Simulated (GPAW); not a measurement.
## BeTe in GPAW: convergence with k mesh

Crystal: BeTe.

```
Te Be
1.0
     0.00000    2.77000    2.77000
     2.77000    0.00000    2.77000
     2.77000    2.77000    0.00000
Te Be
1 1
Direct
  0.75000 0.75000 0.75000
  0.00000 0.00000 0.00000
```

```yaml
Program: GPAW 26.7.0
Task: elastic constants
Functional: PBE
Potentials_or_basis: GPAW PAW data sets (gpaw-data 1.2.1)
Cutoff: 600 eV
Basis: pw
k_mesh: 2 × 2 × 2
Occupations: fermi-dirac, width 0.05 eV
Spin: no spin polarisation
```

These are the settings of the first run; the series varies k mesh, with any setting tied to it.

Hardware: 1 thread of Arm Neoverse V2, with other jobs on the host.

```csv
k mesh,"energy less the tightest run, at zero smearing (meV/atom)",gap on the mesh (eV),SCF cycles,CPU time (s),peak memory (GiB)
2 × 2 × 2,774.20,2.192,11,23,0.2
3 × 3 × 3,156.00,2.323,11,28,0.17
4 × 4 × 4,38.14,2.037,11,49,0.2
5 × 5 × 5,10.39,2.130,11,67,0.23
6 × 6 × 6,3.01,2.029,11,110,0.27
8 × 8 × 8,0.21,2.029,11,200,0.31
9 × 9 × 9,0.00,2.060,11,240,0.34
```

Against the tightest run, the energy stays within 1 meV/atom from 8 × 8 × 8 on. Not settled before the last step: the gap on the mesh (to 0.01 eV). Meshes of other sizes hit other points, so gaps and Fermi surfaces needn't settle smoothly. The tightest run that finished is the yardstick and may itself not be fully converged.

Caveat, for the tightest run too: the density grid can change from cell to cell, which puts small steps into energies and stress; spin-orbit coupling is left out, which moves the levels of the heavy elements; an odd mesh through Γ misses points on the zone boundary, where band edges often lie.
